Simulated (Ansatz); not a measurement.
# Titanium, A15 under RPBE: relaxation and energy

Aim: take titanium in the A15 structure, relax it, then solve it on a dense k-mesh. Spin polarisation is left out. The k-meshes are 5×5×5 for the relaxation; 7×7×7 for the dense run.

Program: Ansatz 0.2.0. Level of theory: DFT RPBE, plane waves (420 eV) with PAW, scalar-relativistic; PAW files made under PBE, frozen cores solved again for the functional. These are calculated values, not measurements.

## (1) Starting point

The structure is cubic, space group Pm-3n (No. 223). Conventional cell: a = 5.208 Å, b = 5.208 Å, c = 5.208 Å, α = 90.00°, β = 90.00°, γ = 90.00°. Ti (site symmetry m-3) has 12 Ti at 2.91 Å as nearest neighbours. Around Ti (site symmetry -4m2) lie 6 Ti at 2.60 to 2.91 Å.

As a file:

```
Ti
1.0
     5.20809    0.00000    0.00000
     0.00000    5.20809    0.00000
     0.00000    0.00000    5.20809
Ti
8
Direct
  0.00000 0.00000 0.00000
  0.50000 0.50000 0.50000
  0.25000 0.00000 0.50000
  0.75000 0.00000 0.50000
  0.50000 0.25000 0.00000
  0.50000 0.75000 0.00000
  0.00000 0.50000 0.25000
  0.00000 0.50000 0.75000
```

## (2) Geometry optimisation

input.yaml

```yaml
crystal:
  lattice:
    - [5.2080934678, 0.0, 0.0]
    - [0.0, 5.2080934678, 0.0]
    - [0.0, 0.0, 5.2080934678]
  atoms:
    - { symbol: Ti, position: [0.0, 0.0, 0.0] }
    - { symbol: Ti, position: [0.5, 0.5, 0.5] }
    - { symbol: Ti, position: [0.25, 0.0, 0.5] }
    - { symbol: Ti, position: [0.75, 0.0, 0.5] }
    - { symbol: Ti, position: [0.5, 0.25, 0.0] }
    - { symbol: Ti, position: [0.5, 0.75, 0.0] }
    - { symbol: Ti, position: [0.0, 0.5, 0.25] }
    - { symbol: Ti, position: [0.0, 0.5, 0.75] }
hamiltonian:
  xc: rpbe
  pseudopotentials:
    kind: paw
    azcp:
      Ti: "pseudopotentials/Ti.paw.azcp"
basis:
  ecutwfc: 420
  fft_grid_basis: typed
kpoints:
  mp_grid: { grid: [5, 5, 5], shift: [0, 0, 0] }
magnetization:
  spin_polarized: false
scf:
  occupations: { method: fermi_dirac, width: 0.1 }
relax:
  max_steps: 60
  f_tol: 0.01
  cell: {}
```

Started as:

```bash
ansatz run input.yaml --threads 4 --pin off --max-ram 8192MiB --backend cpu --events-out ev --progress --plain --runs-dir out
```

What it wrote (excerpt; [...] marks lines left out):

```text
Warning: RAYON_NUM_THREADS=4 ignored (pool sized by the plan → 4); use --threads N
[...]
Pseudopotentials: kind: paw
Pseudopotential: Ti, paw, valence charge 12, recommended cutoff 420 eV (normal), <dir>
Functional definition: RPBE
[...]
Crystal: 8 atoms, lattice volume = 141.266 Å³
Basis set: ecut = 420 eV, 2777 PW (Γ), exchange–correlation on 72×72×72 points (8 copies of the dense FFT grid, shifted against one another)
Bands: 58, of which v1, the nominal top of the filled ones, is band 48 counted from 1 (47 counted from 0)
Symmetry: 48 space group operations
Space group: Pm-3n (ITA 223), of the structure as read, at distance tolerance 5.2e-5 Å
k-points: 10 of 125
[...]
SCF iter   1: F=—  HF=-20031.115260 eV  |F-HF|=—  |Δ(HF+E_count)|=         —  Δρ=1.54e-2  dr2=6.62e-1  ethr=1.77e-3  ⟨swp⟩=6.0  Hψ=2323  notcnv=0
[...]
relax step   1: F+E_penalty+E_count = -20031.08152384 eV  Δ(F+E_penalty+E_count) = +0.000e0 eV  max|allowed force component| = 1.156e-17 eV/Å  Δτ_max = 0.0000 Å  P = +2.364 GPa  Ω = 141.266 Å³  (7 SCF iters, dr2 threshold 1.00e-7 eV, accepted)
[...]
relax step   4: F+E_penalty+E_count = -20031.10610969 eV  Δ(F+E_penalty+E_count) = -3.567e-5 eV  max|allowed force component| = 1.554e-17 eV/Å  Δτ_max = 0.0000 Å  P = +0.002 GPa  Ω = 144.738 Å³  energy of the carried Pulay correction = -6.065e-4 eV  (6 SCF iters, dr2 threshold 9.61e-9 eV, accepted)
[...]
  atom   4  Ti    -0.00000000    -0.00000000     0.00000000
  atom   5  Ti    -0.00000000    -0.00000000     0.00000000
  atom   6  Ti     0.00000000     0.00000000    -0.00000000
  atom   7  Ti     0.00000000    -0.00000000    -0.00000000
  atom   8  Ti    -0.00000000     0.00000000     0.00000000
[...]
--- Stress (GPa, compression-positive) ---
       -0.006366      -0.000000      -0.000000
       -0.000000      -0.006366      -0.000000
       -0.000000       0.000000      -0.006366
  P = ⅓ Tr σ = -0.0064 GPa (-0.064 kbar)
--- Relaxed structure (4 steps of the walk, 4 accepted, 1 SCFs on fresh bases) ---
  F+E_penalty+E_count = -20031.10658493 eV   max|allowed force component| = 1.381e-17 eV/Å   (the final SCF, on the basis selected at the relaxed cell)
  cell:  # Å, volume = 144.7379 Å³
    - [5.250420344358132, -1.2839532962581571e-33, -3.8518598887744713e-34]
    - [-1.2839532962581571e-33, 5.250420344358132, -6.419766481290785e-35]
    - [-3.8518598887744713e-34, -6.419766481290785e-35, 5.250420344358132]
  atoms:
    - { symbol: Ti, position: [-3.000375921350691e-35, 6.531008851068475e-35, 5.3928522076834886e-36] }
    - { symbol: Ti, position: [0.49999999999999994, 0.49999999999999994, 0.49999999999999994] }
    - { symbol: Ti, position: [0.24999999999999997, -3.9465325810023026e-35, 0.49999999999999994] }
    - { symbol: Ti, position: [0.75, -1.0726118213518681e-34, 0.49999999999999994] }
    - { symbol: Ti, position: [0.49999999999999994, 0.24999999999999997, 4.622444749442983e-36] }
    - { symbol: Ti, position: [0.49999999999999994, 0.75, 1.0785704415366981e-35] }
    - { symbol: Ti, position: [-5.619761279368383e-35, 0.49999999999999994, 0.24999999999999997] }
    - { symbol: Ti, position: [-2.69221293805449e-35, 0.49999999999999994, 0.75] }
```

Wall time 7.2 s (4 threads of Arm Neoverse V1, shared host); peak memory 0.52 GiB.

The walk, from the log:

| step | energy change (meV/atom) | largest force (eV/Å) | pressure (GPa) | volume (Å³/atom) |
| --- | --- | --- | --- | --- |
| 1 | 0.00 | 0.0000 | 2.36 | 17.658 |
| 2 | -0.05 | 0.0000 | -2.14 | 18.528 |
| 3 | -3.07 | 0.0000 | -0.06 | 18.105 |
| 4 | -3.07 | 0.0000 | 0.00 | 18.092 |
| 5 | -3.13 | 0.0000 | -0.01 | 18.092 |

Steps that repeat a cell are solved on a basis chosen anew, so their changes of energy are no gain of the relaxation.

The cell of the run, before and after:

|  | before | after | change |
| --- | --- | --- | --- |
| a (Å) | 5.208 | 5.250 | +0.8 % |
| b (Å) | 5.208 | 5.250 | +0.8 % |
| c (Å) | 5.208 | 5.250 | +0.8 % |
| volume (Å³/atom) | 17.658 | 18.092 | +2.5 % |
| shortest distance (Å) | 2.604 | 2.625 | +0.8 % |
| space group (spins left aside) | Pm-3n | Pm-3n | same |

## (3) The energy on a finer k-mesh

input.yaml

```yaml
crystal:
  lattice:
    - [5.2504203444, 0.0, 0.0]
    - [0.0, 5.2504203444, 0.0]
    - [0.0, 0.0, 5.2504203444]
  atoms:
    - { symbol: Ti, position: [1.0, 0.0, 0.0] }
    - { symbol: Ti, position: [0.5, 0.5, 0.5] }
    - { symbol: Ti, position: [0.25, 1.0, 0.5] }
    - { symbol: Ti, position: [0.75, 1.0, 0.5] }
    - { symbol: Ti, position: [0.5, 0.25, 0.0] }
    - { symbol: Ti, position: [0.5, 0.75, 0.0] }
    - { symbol: Ti, position: [1.0, 0.5, 0.25] }
    - { symbol: Ti, position: [1.0, 0.5, 0.75] }
hamiltonian:
  xc: rpbe
  pseudopotentials:
    kind: paw
    azcp:
      Ti: "pseudopotentials/Ti.paw.azcp"
basis:
  ecutwfc: 420
  fft_grid_basis: typed
kpoints:
  mp_grid: { grid: [7, 7, 7], shift: [0, 0, 0] }
magnetization:
  spin_polarized: false
scf:
  occupations: { method: fermi_dirac, width: 0.1 }
```

Started as:

```bash
ansatz run input.yaml --threads 4 --pin off --max-ram 8192MiB --backend cpu --events-out ev --progress --plain --runs-dir out
```

What it wrote (excerpt; [...] marks lines left out):

```text
Warning: RAYON_NUM_THREADS=4 ignored (pool sized by the plan → 4); use --threads N
[...]
[... 3 set-up lines as earlier in the session ...]
[...]
Crystal: 8 atoms, lattice volume = 144.738 Å³
Basis set: ecut = 420 eV, 2801 PW (Γ)
Bands: 58, of which v1, the nominal top of the filled ones, is band 48 counted from 1 (47 counted from 0)
[... 1 set-up line as earlier in the session ...]
Space group: Pm-3n (ITA 223), of the structure as read, at distance tolerance 5.3e-5 Å
k-points: 20 of 343
[...]
SCF iter   1: F=—  HF=-20031.140399 eV  |F-HF|=—  |Δ(HF+E_count)|=         —  Δρ=1.56e-2  dr2=7.11e-1  ethr=1.77e-3  ⟨swp⟩=5.8  Hψ=4594  notcnv=0
[...]
SCF iter   7: F=-20031.108184 eV  HF=-20031.108184 eV  |F-HF|=4.54e-9  |Δ(HF+E_count)|=  9.31e-10  Δρ=3.30e-6  dr2=9.78e-9  ethr=1.04e-10  ⟨swp⟩=1.1  Hψ=2689  notcnv=0
[...]
SCF converged after 7 iterations
Free energy (F): -20031.108184 eV
[...]
E sigma→0 (E₀):  -20030.750083 eV
Entropy (-TS):   -0.716201 eV (-89.525 meV/atom)
Fermi energy:    12.535266 eV
[...]
```

Run time: 2.5 s. Hardware: 4 threads of Arm Neoverse V1, shared host; peak memory 0.53 GiB.

## (4) Results

| quantity | value |
| --- | --- |
| space group (spins left aside) | Pm-3n (No. 223) |
| conventional cell | a = 5.250 Å |
| volume | 18.092 Å³/atom |
| shortest distance | 2.625 Å |
| gap on the mesh | none (levels filled in part) |
| relative to hcp | +195 meV/atom |

What this shows: The relaxation enlarged the cell by 2.5 % in volume. Against the reference form of titanium (hcp, computed apart with the same settings) it stands 195 meV/atom higher. Levels at the Fermi energy are filled in part, as in a metal. Relaxation kept the symmetry; phonons were not checked.
